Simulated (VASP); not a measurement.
# BaTiO3 (Pm-3m) in VASP: a series of runs, part 2 of 2

VASP 6.6.1.

### Step 3. EvGW0 quasiparticle levels, PBE

POSCAR

```
BaTiO3
1.0
    4.0060000000      0.0000000000      0.0000000000
    0.0000000000      4.0060000000      0.0000000000
    0.0000000000      0.0000000000      4.0060000000
Ba Ti O
1 1 3
Direct
    0.5000000000      0.5000000000      0.5000000000
    0.0000000000      0.0000000000      0.0000000000
    0.0000000000      0.0000000000      0.5000000000
    0.0000000000      0.5000000000      0.0000000000
    0.5000000000      0.0000000000      0.0000000000
```

INCAR.step1

```
SYSTEM = BaTiO3
PREC = Accurate
ENCUT = 500
EDIFF = 1E-8
ISMEAR = 0
SIGMA = 0.01
LREAL = .False.
LASPH = .True.
NELM = 100
ALGO = Normal
LWAVE = .True.
LCHARG = .False.
GGA = PE
KPAR = 4
```

INCAR.step2

```
SYSTEM = BaTiO3
PREC = Accurate
ENCUT = 500
EDIFF = 1E-8
ISMEAR = 0
SIGMA = 0.01
LREAL = .False.
LASPH = .True.
NELM = 1
ALGO = Exact
LWAVE = .True.
LCHARG = .False.
GGA = PE
NBANDS = 288
LOPTICS = .True.
ISTART = 1
KPAR = 4
```

INCAR.step3

```
SYSTEM = BaTiO3
PREC = Accurate
ENCUT = 500
EDIFF = 1E-8
ISMEAR = 0
SIGMA = 0.01
LREAL = .False.
LASPH = .True.
ALGO = EVGW0
LWAVE = .False.
LCHARG = .False.
GGA = PE
NELMGW = 4
NBANDS = 288
ENCUTGW = 150
NOMEGA = 50
PRECFOCK = Fast
ISTART = 1
NBANDSGW = 28
KPAR = 4
```

KPOINTS

```
Automatic mesh
0
Gamma
  4 4 4
  0 0 0
```

Potentials or basis: VASP PAW PBE potentials, release 64 (Ba_sv_GW, Ti_sv_GW, O_GW).

On the command line:

```console
$ cat potpaw_PBE.64/Ba_sv_GW/POTCAR potpaw_PBE.64/Ti_sv_GW/POTCAR potpaw_PBE.64/O_GW/POTCAR > POTCAR
$ cp INCAR.step1 INCAR
$ mpirun -np 4 vasp_std > vasp.out
$ cp INCAR.step2 INCAR
$ mpirun -np 4 vasp_std > vasp.out
$ cp INCAR.step3 INCAR
$ mpirun -np 4 vasp_std > vasp.out
```

OUTCAR:

```text
SYSTEM = BaTiO3
   PREC = Accurate
   ENCUT = 500
   EDIFF = 1E-8
   ISMEAR = 0
   LREAL = .False.
   LASPH = .True.
   GGA = PE
   NELMGW = 4
   ENCUTGW = 150
   PRECFOCK = Fast
   ISTART = 1

 ion  position               nearest neighbor table
   1  0.500  0.500  0.500-
   2  0.000  0.000  0.000-   3 2.00   4 2.00   5 2.00   3 2.00   4 2.00   5 2.00
   3  0.000  0.000  0.500-   2 2.00   2 2.00
   4  0.000  0.500  0.000-   2 2.00   2 2.00
   5  0.500  0.000  0.000-   2 2.00   2 2.00

  LATTYP: Found a simple cubic cell.
 ALAT       =     4.0060000000

  Lattice vectors:

 A1 = (   4.0060000000,   0.0000000000,   0.0000000000)
 A2 = (   0.0000000000,   4.0060000000,   0.0000000000)
 A3 = (   0.0000000000,   0.0000000000,   4.0060000000)

Analysis of symmetry for initial positions (statically):
=====================================================================
 Subroutine PRICEL returns:
 Original cell was already a primitive cell.

 Routine SETGRP: Setting up the symmetry group for a
 simple cubic supercell.

 Subroutine GETGRP returns: Found 48 space group operations
 (whereof 48 operations were pure point group operations)
 out of a pool of 48 trial point group operations.

The static configuration has the point symmetry O_h .

Analysis of symmetry for dynamics (positions and initial velocities):
=====================================================================
 Subroutine PRICEL returns:
 Original cell was already a primitive cell.

 Routine SETGRP: Setting up the symmetry group for a
 simple cubic supercell.

 Subroutine GETGRP returns: Found 48 space group operations
 (whereof 48 operations were pure point group operations)
 out of a pool of 48 trial point group operations.

The dynamic configuration has the point symmetry O_h .

 Subroutine INISYM returns: Found 48 space group operations
 (whereof 48 operations are pure point group operations),
[... 77 lines left out ...]
 SYSTEM =  BaTiO3
   PREC   = accura    normal or accurate (medium, high low for compatibility)
   ISTART =      1    job   : 0-new  1-cont  2-samecut
   ICHARG =      0    charge: 1-file 2-atom 10-const
   ISPIN  =      1    spin polarized calculation?
   LNONCOLLINEAR =      F non collinear calculations
   LSORBIT =      F    spin-orbit coupling
   LASPH  =      T    aspherical Exc in radial PAW
   ENCUT  =  500.0 eV  36.75 Ry    6.06 a.u.   7.30  7.30  7.30*2*pi/ulx,y,z
   NELM   =     60;   NELMIN=  2; NELMDL=  0     # of ELM steps
   EDIFF  = 0.1E-07   stopping-criterion for ELM
   LREAL  =      F    real-space projection
   EDIFFG = 0.1E-06   stopping-criterion for IOM
   NSW    =      0    number of steps for IOM
   IBRION =     -1    ionic relax: 0-MD 1-quasi-New 2-CG
   NFREE  =      0    steps in history (QN), initial steepest desc. (CG)
   ISIF   =      0    stress and relaxation
   ISYM   =      3    0-nonsym 1-usesym 2-fastsym
   POTIM  = 0.5000    time-step for ionic-motion
   TEBEG  =    0.0;   TEEND  =   0.0 temperature during run
   PSTRESS=    0.0 pullay stress
   NELECT =      40.0000    total number of electrons
   NUPDOWN=      -1.0000    fix difference up-down
   EMIN   =  10.00;   EMAX   =-10.00  energy-range for DOS
   EFERMI =   0.00;   METHOD = LEGACY
   ISMEAR =     0;   SIGMA  =   0.01  broadening in eV -4-tet -1-fermi 0-gaus
   EFERMI_NEDOS =   21; number of points for ismear=-14 and -15
   IALGO  =     38    algorithm
   IMIX   =      4    mixing-type and parameters
     AMIX     =   0.40;   BMIX     =  1.00
     AMIX_MAG =   1.60;   BMIX_MAG =  1.00
  volume/ion in A,a.u.               =      12.86        86.77
  Fermi-wavevector in a.u.,A,eV,Ry     =   1.397603  2.641087 26.576187  1.953295
  Thomas-Fermi vector in A             =   2.520843
   LORBIT       =      0    0 simple, 1 ext, 2 COOP (PROOUT), +10 PAW based schemes
   GGA     = PE    functional components
   LHFCALC =     T    Hartree Fock is set to
   PRECFOCK=fast      Normal, Fast or Accurate (Low or Medium for compatibility)
   ENCUT4O =  -1.0   cutoff for four orbital integrals eV
   NKREDX  =     1    reduce k-point grid by
   NKREDY  =     1    reduce k-point grid by
   NKREDZ  =     1    reduce k-point grid by
   AEXX    =    1.0000 exact exchange contribution
   HFSCREEN=    0.0000 screening length (either q_TF or 0.3 A-1)
   HFSCREENC=   0.0000 screening length for correlation (either q_TF or 0.3 A-1)
   ENCUTFOCK=  -1.0 apply spherical cutoff to Coloumb kernel
   IVDW    =     0    specifies the selected vdW correction
   LEPSILON=     F    determine dielectric tensor
   LRPA    =     F    only Hartree local field effects (RPA)
   LRPAFORCE           =     F    calculate RPA forces
   ENCUTGW             = 150.0    cutoff for response function in eV
   ENCUTGWSOFT         = 120.0    soft cutoff for Coulomb kernel in GW response function in eV
   ENCUTLF             =  -1.0    cutoff for local field effects
   NELMGW              =     4    number of iterations in solving QP/BSE equation
   NELMHF              =     1    number of iterations in the inner HF iteration
   NKREDLFX            =     1    NKREDLFY  =   1   NKREDLFZ  =   1
 non-spin polarized calculation
 Gauss-broadening in eV      SIGMA  =   0.01
  energy-cutoff  :      500.00
  volume of cell :       64.29
 maximum number of plane-waves:      1654
 NGX is ok and might be reduce to    30
  NGX = 16; NGY = 16; NGZ = 16
   NGX = 15   NGY = 15   NGZ = 15
 maximum number of plane-waves:       280

 QP shifts <psi_nk| G(iteration)W_0 |psi_nk>: iteration 1
 for sc-GW calculations column KS-energies equals QP-energies in previous step
 and V_xc(KS)=  KS-energies - (<T + V_ion + V_H > + <T+V_H+V_ion>^1  + <V_x>^1)

 k-point   1 :       0.0000    0.0000    0.0000
  band No.  KS-energies  QP-energies   sigma(KS)   V_xc(KS)     V^pw_x(r,r')   Z            occupation Imag(sigma)

      1     -51.2124     -52.1095     -26.5136     -24.9650     -41.6679       0.5793       2.0000       1.8158
      2     -27.4281     -28.1963     -25.3299     -24.1270     -34.5953       0.6386       2.0000       1.0669
      3     -27.4281     -28.1963     -25.3299     -24.1270     -34.5953       0.6386       2.0000       1.0669
      4     -27.4281     -28.1963     -25.3299     -24.1270     -34.5953       0.6386       2.0000       1.0669
      5     -19.2653     -20.4592     -16.8415     -15.1293     -24.5577       0.6972       2.0000       1.6811
      6     -11.4673     -12.6893     -21.0690     -19.2035     -30.6029       0.6551       2.0000       1.4938
[... 1274 lines left out ...]
     27      14.9650      14.9845     -21.5625      36.5560     -14.1885       0.6823       0.0000      -0.9175
     28      14.9650      14.9845     -21.5625      36.5560     -14.1885       0.6823       0.0000      -0.9175
```

Run time: 20 min. Hardware: 4 MPI ranks of Intel Xeon Platinum 8488C (Sapphire Rapids), shared host; peak memory 0.85 GiB.

Results:

| Item | Value |
| --- | --- |
| Band gap on the k mesh, mean-field level | 1.78 eV, indirect (least direct gap 1.90 eV) |
| Quasiparticle gap | 3.85 eV |
| Least direct quasiparticle gap | 3.95 eV |

Levels at points of the mesh, in eV from the valence-band top:
```
           k point  band 17  band 18  band 19  band 20  band 21  band 22  band 23  band 24
(0.00, 0.00, 0.00)    -1.11    -0.11    -0.11    -0.11     1.78     1.78     1.78     4.01
(0.50, 0.00, 0.00)    -1.81    -1.81    -0.68    -0.68     1.91     3.50     3.50     3.93
(0.50, 0.50, 0.00)    -1.70    -0.84    -0.84    -0.05     3.52     3.52     3.94     4.78
(0.50, 0.50, 0.50)    -2.34     0.00     0.00     0.00     4.17     4.17     4.17     6.82
```

Quasiparticle gap after each update of the energies (eV): 3.37, 3.74, 3.83, 3.85

Caveat: the cutoff is under 1.25 times the usual one of these potentials, so pressure, stress and relaxed cells hold a basis-set (Pulay) error; bands, screening cutoff and mesh are small and nothing is extrapolated, so the quasiparticle values aren't converged; spin-orbit coupling is left out, which moves the levels of the heavy elements. A k mesh can miss the band edges.

### Step 4. Band structure, HSE06

POSCAR is that of step 3.

INCAR.step1

```
SYSTEM = BaTiO3
PREC = Accurate ; ENCUT = 520
EDIFF = 1E-5 ; ISMEAR = 0
SIGMA = 0.02 ; LREAL = .False.
LASPH = .True. ; NELM = 100
ALGO = Normal ; ISIF = 2
LWAVE = .True. ; LCHARG = .False.
LMAXMIX = 4 ; GGA = PE
KPAR = 4
```

INCAR.step2

```
SYSTEM = BaTiO3
PREC = Accurate ; ENCUT = 520
EDIFF = 1E-6 ; ISMEAR = 0
SIGMA = 0.02 ; LREAL = .False.
LASPH = .True. ; NELM = 100
ALGO = Normal ; ISIF = 2
LWAVE = .False. ; LCHARG = .False.
LMAXMIX = 4 ; GGA = PE
LHFCALC = .True. ; HFSCREEN = 0.2
PRECFOCK = Fast ; ISTART = 1
KPAR = 4
```

KPOINTS

```
regular mesh
0
Gamma
  4 4 4
  0 0 0
```

KPOINTS_OPT

```
path GXMGRX,MR
12
line-mode
reciprocal
 0.0000000000  0.0000000000  0.0000000000  G
 0.0000000000  0.5000000000  0.0000000000  X

 0.0000000000  0.5000000000  0.0000000000  X
 0.5000000000  0.5000000000  0.0000000000  M

 0.5000000000  0.5000000000  0.0000000000  M
 0.0000000000  0.0000000000  0.0000000000  G

 0.0000000000  0.0000000000  0.0000000000  G
 0.5000000000  0.5000000000  0.5000000000  R

 0.5000000000  0.5000000000  0.5000000000  R
 0.0000000000  0.5000000000  0.0000000000  X

 0.5000000000  0.5000000000  0.0000000000  M
 0.5000000000  0.5000000000  0.5000000000  R
```

Potentials or basis: VASP PAW PBE potentials, release 64 (Ba_sv, Ti_sv, O).

On the command line:

```console
$ cat potpaw_PBE.64/Ba_sv/POTCAR potpaw_PBE.64/Ti_sv/POTCAR potpaw_PBE.64/O/POTCAR > POTCAR
$ cp INCAR.step1 INCAR
$ mpirun -np 4 vasp_std > vasp.out
$ cp INCAR.step2 INCAR
$ mpirun -np 4 vasp_std > vasp.out
```

It took 13 min on 4 MPI ranks of Intel Xeon 6975P-C (Granite Rapids), shared host; peak memory 0.31 GiB.

The run converged. Its results:

| Item | Value |
| --- | --- |
| Free energy | -48.4717 eV |
| Pressure | -2.2 GPa |
| Band gap on the k mesh | 3.14 eV, indirect (least direct gap 3.26 eV) |
| Band gap along the path | 3.14 eV, indirect (least direct gap 3.26 eV) |

Levels at the corners of the path, in eV from the valence-band top:
| point | band 17 | band 18 | band 19 | band 20 | band 21 | band 22 | band 23 | band 24 |
| --- | --- | --- | --- | --- | --- | --- | --- | --- |
| Γ | -1.17 | -0.12 | -0.12 | -0.12 | 3.14 | 3.14 | 3.14 | 5.24 |
| X | -1.93 | -1.93 | -0.76 | -0.76 | 3.31 | 5.05 | 5.05 | 5.25 |
| X | -1.93 | -1.93 | -0.76 | -0.76 | 3.31 | 5.05 | 5.05 | 5.25 |
| M | -1.92 | -0.92 | -0.92 | -0.09 | 5.07 | 5.07 | 5.59 | 6.19 |
| M | -1.92 | -0.92 | -0.92 | -0.09 | 5.07 | 5.07 | 5.59 | 6.19 |
| Γ | -1.17 | -0.12 | -0.12 | -0.12 | 3.14 | 3.14 | 3.14 | 5.24 |
| Γ | -1.17 | -0.12 | -0.12 | -0.12 | 3.14 | 3.14 | 3.14 | 5.24 |
| R | -2.54 | 0.00 | 0.00 | 0.00 | 5.85 | 5.85 | 5.85 | 8.34 |
| R | -2.54 | 0.00 | 0.00 | 0.00 | 5.85 | 5.85 | 5.85 | 8.34 |
| X | -1.93 | -1.93 | -0.76 | -0.76 | 3.31 | 5.05 | 5.05 | 5.25 |
| M | -1.92 | -0.92 | -0.92 | -0.09 | 5.07 | 5.07 | 5.59 | 6.19 |
| R | -2.54 | 0.00 | 0.00 | 0.00 | 5.85 | 5.85 | 5.85 | 8.34 |

Caveat: the PAW data sets were made with another functional, which shifts forces and pressure a little; spin-orbit coupling is left out, which moves the levels of the heavy elements.
